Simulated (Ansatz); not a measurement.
Born–Oppenheimer molecular dynamics of a periodic cell of 16 atoms, W (start crystal W, start structure bcc, volume 1.15 times the crystal's). It goes on from the last frame of an earlier run, with new velocities.

All numbers below come from DFT PBE, scalar-relativistic, plane waves, PAW (Ansatz 0.2.0). Settings: cutoff 420 eV, k mesh 3x3x3, fermi-dirac smearing 0.17 eV, no spin polarisation.

```
ensemble                      : NVE (velocity Verlet)
time step                     : 9 fs
steps asked                   : 90
starting velocities drawn for : 1200 K
seed                          : 689993
```

First frame:

```xyz
16
Lattice="6.6214 0.0000 0.0000 0.0000 6.6214 0.0000 0.0000 0.0000 6.6214" Properties=species:S:1:pos:R:3
W 0.082 -0.117 0.332
W 3.231 0.105 -0.191
W 0.140 3.264 -0.181
W 0.097 0.057 3.408
W 1.507 1.731 1.527
W 3.451 3.507 0.154
W 3.488 0.108 3.118
W 4.900 1.739 1.704
W -0.148 3.121 3.298
W 1.545 5.053 1.746
W 1.770 1.579 4.774
W 3.351 3.305 3.407
W 4.868 5.100 1.711
W 4.944 1.453 4.986
W 1.615 4.889 4.938
W 4.889 4.834 5.000
```

Task: What does the run give?

Result: All steps were run.

```
steps done                                               : 90
time covered                                             : 810 fs
mean temperature over the second half                    : 1398 K
spread of the potential energy over the second half      : 36.3 meV per atom
mean potential energy of the second half above the start : -24.2 meV per atom
```

The conserved energy stayed within 1.1 meV per atom of its start (net change -0.49 meV per atom), so the integration is sound. A run of 0.81 ps of so small a system gives no equilibrium averages. Limits of this set-up: coarse k mesh.

Task: What happens to the structure?

Result: Mean squared displacements from the first frame to the last, about the centre of mass: W 0.14 Å². Another seed would give other details.

Task: How do temperature and energy run in time?

Result: 
```json
{"time (fs)": "0.0", "T (K)": "1200", "potential energy less start (eV)": "0.000", "conserved less start (meV/atom)": "0.00"}
{"time (fs)": "63.0", "T (K)": "1816", "potential energy less start (eV)": "-1.206", "conserved less start (meV/atom)": "-0.68"}
{"time (fs)": "126.0", "T (K)": "1097", "potential energy less start (eV)": "0.202", "conserved less start (meV/atom)": "0.14"}
{"time (fs)": "189.0", "T (K)": "1585", "potential energy less start (eV)": "-0.753", "conserved less start (meV/atom)": "-0.45"}
{"time (fs)": "252.0", "T (K)": "1362", "potential energy less start (eV)": "-0.313", "conserved less start (meV/atom)": "0.07"}
{"time (fs)": "315.0", "T (K)": "1390", "potential energy less start (eV)": "-0.378", "conserved less start (meV/atom)": "-0.59"}
{"time (fs)": "378.0", "T (K)": "1586", "potential energy less start (eV)": "-0.752", "conserved less start (meV/atom)": "-0.30"}
{"time (fs)": "441.0", "T (K)": "1268", "potential energy less start (eV)": "-0.132", "conserved less start (meV/atom)": "-0.02"}
{"time (fs)": "504.0", "T (K)": "1487", "potential energy less start (eV)": "-0.563", "conserved less start (meV/atom)": "-0.42"}
{"time (fs)": "567.0", "T (K)": "1421", "potential energy less start (eV)": "-0.428", "conserved less start (meV/atom)": "0.01"}
{"time (fs)": "630.0", "T (K)": "1387", "potential energy less start (eV)": "-0.369", "conserved less start (meV/atom)": "-0.40"}
{"time (fs)": "693.0", "T (K)": "1436", "potential energy less start (eV)": "-0.455", "conserved less start (meV/atom)": "0.12"}
{"time (fs)": "756.0", "T (K)": "1347", "potential energy less start (eV)": "-0.288", "conserved less start (meV/atom)": "-0.16"}
```

The run took 23 min on 4 threads of Arm Neoverse V2 (shared host), peak memory 1.6 GiB.
